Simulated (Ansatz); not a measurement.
Cubic perovskite CsPbI₃ (cubic high-temperature phase), treated with HSE06 in Ansatz (PAW).

Settings: plane-wave cutoff 500 eV, 4×4×4 k mesh, gaussian smearing 0.02 eV, scalar-relativistic PAW data made under PBE.

Cell (relaxed at this level):

CsPbI$_{3}$ is modelled in the cubic space group Pm-3m (No. 221), the cubic perovskite structure, Pearson symbol cP5. Conventional cell: a = 6.363 Å, b = 6.363 Å, c = 6.363 Å, α = 90.00°, β = 90.00°, γ = 90.00°. Cs on 1a has 12 I at 4.500 Å (cuboctahedral). Pb on 1b is surrounded by 6 I at 3.182 Å (octahedral). I on 3c has 2 Pb at 3.182 Å and 4 Cs at 4.500 Å (octahedral). (Neighbours: up to the widest gap in distance over summed covalent radii, below 1.35, at either atom; cation-cation and far metal-metal contacts left out.)

Question: Predict the band gap.

Answer: 
- band gap = 1.94 eV (on the SCF k mesh)

Note: the relaxation could not lower the start's symmetry, so the cell can be a saddle point above a distorted one.

Spin–orbit coupling is not included; with these elements it can move the gap by several tenths of an eV or more.

Static lattice: no zero-point or thermal effects.

Ansatz is an electronic-structure program.
